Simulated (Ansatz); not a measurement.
# TaN under compression and expansion

```xyz
2
Lattice="0.0000 2.1790 2.1790 2.1790 0.0000 2.1790 2.1790 2.1790 0.0000" Properties=species:S:1:pos:R:3 pbc="T T T"
Ta    2.1790    2.1790    2.1790
N     0.0000    0.0000    0.0000
```

The cell is COD entry 2310957, as deposited and not checked against the literature; nothing was relaxed.

No spin–orbit coupling, which matters for the heavy atoms here.

The calculation used DFT, PBEsol, all-electron LAPW, scalar-relativistic in Ansatz 0.2.0.

For LAPW: a Γ-centred 9×9×9 k mesh, Fermi–Dirac smearing of 0.02 eV, basis error target 0.5 meV/atom, no spin polarisation.

The cell above is scaled evenly, with fractional coordinates and shape held.

```
V/V(cell)  V (Å³/atom)  P, LAPW (GPa)
   0.9400        9.725          30.68
   0.9405        9.730          30.42
   0.9600        9.932          20.93
   0.9800       10.139          12.18
   0.9900       10.243           8.14
   1.0000       10.346           4.30
   1.0100       10.449           0.67
   1.0200       10.553          -2.77
   1.0400       10.760          -9.13
   1.0600       10.967         -14.85
```

What do Birch–Murnaghan fits to the pressures give?

LAPW: V0 = 10.47 Å³/atom, B0 = 354 GPa, B0′ = 4.4.
